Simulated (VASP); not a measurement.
**VASP 6.6.1 run: NaH**

INCAR

```
LREAL = .FALSE.
LWAVE = .FALSE.
NSW = 0
GGA = PE
ENCUT = 300
AMIX = 0.6
EDIFF = 1E-7
NBANDS = 11
LCHARG = .FALSE.
ISIF = 2
ISMEAR = -1
IBRION = -1
SIGMA = 0.02
PREC = Accurate
NELM = 74
LASPH = .TRUE.
```

KPOINTS

```
KPOINTS created by Atomic Simulation Environment
0
Gamma
8 8 8
0 0 0
```

POSCAR

```
Na H
 1.0000000000000000
     2.8605476218999999    0.0000000000000000    0.0000000000000000
     0.0000000000000000    2.8605476218999999    0.0000000000000000
     0.0000000000000000    0.0000000000000000    2.9323912064000002
 Na  H
   1   1
Cartesian
  0.0000000000000000  0.0000000000000000  0.0000000000000000
  1.4302738109499999  1.4302738109499999  1.4661956031999999
```

The recommended PBE PAW datasets give the neutral cell 8 valence electrons.

Command

```
mpirun -np 1 vasp_std
```

Question: How does this run end, and what does it give?

Answer: It converged. Results: gap between bands v and c on the k mesh 0.85 eV; least direct gap on the k mesh 4.59 eV; pressure 1.4 GPa. Band v is the last that the valence electrons fill when counted band by band, and c is the next.

OSZICAR

```
N       E                     dE             d eps       ncg     rms          rms(c)
DAV:   1     0.282576626890E+02    0.28258E+02   -0.36682E+03  1757   0.534E+02
DAV:   2    -0.447749117642E+01   -0.32735E+02   -0.32151E+02  1713   0.152E+02
DAV:   3    -0.519742379206E+01   -0.71993E+00   -0.71947E+00  1972   0.234E+01
DAV:   4    -0.520075775116E+01   -0.33340E-02   -0.33338E-02  1895   0.155E+00
DAV:   5    -0.520078214506E+01   -0.24394E-04   -0.24394E-04  1893   0.129E-01    0.311E+00
DAV:   6    -0.476845253946E+01    0.43233E+00   -0.73511E-01  1831   0.472E+00    0.799E-01
DAV:   7    -0.474438410612E+01    0.24068E-01   -0.11331E-01  1818   0.149E+00    0.301E-01
DAV:   8    -0.474558769193E+01   -0.12036E-02   -0.22985E-03  1794   0.429E-01    0.333E-02
DAV:   9    -0.474558037469E+01    0.73172E-05   -0.10820E-04  1901   0.103E-01    0.737E-03
DAV:  10    -0.474558173395E+01   -0.13593E-05   -0.37101E-06  1836   0.140E-02    0.158E-03
DAV:  11    -0.474558173087E+01    0.30863E-08   -0.12085E-07  1893   0.196E-03
   1 F= -.47455817E+01 E0= -.47455817E+01  d E =-.203428E-11
```

These settings aren't sound, so the numbers aren't properties of the crystal.

On sound settings PBE gives a gap of 0.87 eV on its mesh and a pressure of 2.2 GPa for the intended cell.
